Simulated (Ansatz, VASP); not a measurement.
One calculation of LiCl, two programs

```
CELL_PARAMETERS angstrom
6.93188 0.00000 0.00000
0.00000 6.93188 0.00000
0.00000 0.00000 3.66117
ATOMIC_POSITIONS crystal
Li 0.66301 0.66301 0.50000
Li 0.16301 0.83699 0.25000
Li 0.33699 0.33699 0.00000
Li 0.83699 0.16301 0.75000
Cl 0.83045 0.83045 0.00000
Cl 0.33045 0.66955 0.75000
Cl 0.16955 0.16955 0.50000
Cl 0.66955 0.33045 0.25000
```

Alike in both runs: functional PBE; k mesh 4 × 4 × 6; occupations gaussian, width 0.02 eV; no spin polarisation.

Ansatz relaxed the structure, and its values are those at the end. VASP's run is a single point on that final structure, the one shown.

|  | VASP | Ansatz |
| --- | --- | --- |
| version | VASP 6.6.1 | Ansatz 0.2.0 |
| potentials or method | VASP PAW PBE potentials, release 64 (Li_sv, Cl) | scalar-relativistic, plane waves, PAW |
| plane-wave cutoff (eV) | 520 | 420 |
| valence electrons in the cell | 40 | 40 |

```tsv
	VASP	Ansatz	Ansatz less VASP
gap on the k mesh at the Fermi level (eV)	5.49	5.48	-0.007
least direct gap on the mesh (eV)	5.53	5.52	-0.008
```

 As with any semilocal functional, this PBE gap is likely too small. A k mesh can miss the band edges.
